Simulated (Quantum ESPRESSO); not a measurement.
Set up this calculation in Quantum ESPRESSO 7.5, as the native input.

* Task: single point
* Functional: PBE
* Potentials or basis: SG15 PBE 1.2
* Cutoff: 952 eV
* Density cutoff: 3810 eV
* k mesh: 3 × 3 × 3
* Occupations: fermi-dirac, width 0.05 eV
* Spin: no spin polarisation
* Mixing beta: 0.5
* Most SCF iterations: 120
* SCF threshold: 8e-10 Ry

Crystal: NbP.

```
CELL_PARAMETERS angstrom
-1.67492 1.67492 5.74011
1.67492 -1.67492 5.74011
1.67492 1.67492 -5.74011
ATOMIC_POSITIONS crystal
Nb 0.24988 0.74988 0.50000
Nb 0.49988 0.49988 0.00000
P 0.83275 0.33275 0.50000
P 0.08275 0.08275 0.00000
```

The cell is a database's computed one.

These files were run (other wordings do the same):

pw.in

```
&CONTROL
  calculation = 'scf'
  prefix = 'pwscf'
  outdir = './tmp'
  pseudo_dir = './pseudo'
  tprnfor = .true.
  tstress = .true.
  disk_io = 'nowf'
/
&SYSTEM
  ibrav = 0
  nat = 4
  ntyp = 2
  ecutwfc = 70
  nbnd = 26
  occupations = 'smearing'
  smearing = 'fd'
  degauss = 0.00367493
/
&ELECTRONS
  conv_thr = 8d-10
  electron_maxstep = 120
  mixing_beta = 0.5
/
ATOMIC_SPECIES
Nb    92.9064 Nb_ONCV_PBE-1.2.upf
P     30.9738 P_ONCV_PBE-1.2.upf
CELL_PARAMETERS angstrom
  -1.6749232544    1.6749232544    5.7401081759
   1.6749232544   -1.6749232544    5.7401081759
   1.6749232544    1.6749232544   -5.7401081759
ATOMIC_POSITIONS crystal
Nb     0.2498808000    0.7498808000    0.5000000000
Nb     0.4998808000    0.4998808000    0.0000000000
P      0.8327477700    0.3327477700    0.5000000000
P      0.0827477700    0.0827477700    0.0000000000
K_POINTS automatic
3 3 3 0 0 0
```

Potentials or basis: SG15 PBE 1.2.

Command:

```console
$ OMP_NUM_THREADS=1 mpirun -n 2 pw.x -nk 2 -in pw.in > pw.out
```

It gave:

```json
{
  "Pressure": "0.0 GPa",
  "Largest force": "0.028 eV/Å",
  "Band gap on the k mesh": "0.41 eV, indirect (least direct gap 0.42 eV)"
}
```

Caveat: the k mesh is coarse (spacing up to 0.88 Å⁻¹), so the values aren't converged; an odd mesh through Γ misses points on the zone boundary, where band edges often lie.

Run time: 9 s on 2 MPI ranks on Arm Neoverse V2, with other jobs on the host, peak memory 0.22 GiB a rank.
